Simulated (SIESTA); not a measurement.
Runs of SIESTA 5.4.2 on MgO. The structure is cubic, space group Fm-3m (No. 225). The conventional cell has a = 4.194 Å, b = 4.194 Å, c = 4.194 Å, α = 90.00°, β = 90.00°, γ = 90.00°. Mg (site symmetry m-3m) has 6 O at 2.10 Å as nearest neighbours. O (site symmetry m-3m) has 6 Mg at 2.10 Å as nearest neighbours. The cell is a database's computed one.

```tsv
level	potentials or basis	gap on the mesh (eV)	pressure (GPa)
AM05	PseudoDojo 0.4 standard (PBEsol files), DZP (energy shift 0.003 Ry; two zetas on semicore shells)	4.70	6.6
PBE	PseudoDojo 0.4 standard (PBE files), DZP (energy shift 0.003 Ry; two zetas on semicore shells)	4.76	10.5
PBE	Ansatz (PBE files), DZP (energy shift 0.003 Ry; two zetas on semicore shells)	(b)	9.1
PBE	SPMS 1.0 (PBE files) or PseudoDojo by element, DZP (energy shift 0.003 Ry; two zetas on semicore shells)	4.76	(a)
PBE	SG15 1.2 (PBE files) or PseudoDojo by element, DZP (energy shift 0.003 Ry; two zetas on semicore shells)	4.75	11.1
PBE	PseudoDojo 0.5 standard (PBE files), DZP (energy shift 0.003 Ry; two zetas on semicore shells)	4.76	10.5
PBE	PseudoDojo 0.4 stringent (PBE files), DZP (energy shift 0.003 Ry; two zetas on semicore shells)	4.75	10.9
```

Alike in all rows: task band structure; no spin polarisation; cell as given; k mesh 11 × 11 × 11; smearing fermi-dirac 0.05 eV; grid cutoff 800 Ry; energy shift 0.003 Ry.

Task: Estimate the missing entries.

Result: (a) 9.7; (b) 4.73.

Caveats: the basis of atomic orbitals isn't converged, which shifts pressures, moduli and gaps; the potentials were made for another functional, which shifts forces and pressure (some runs).

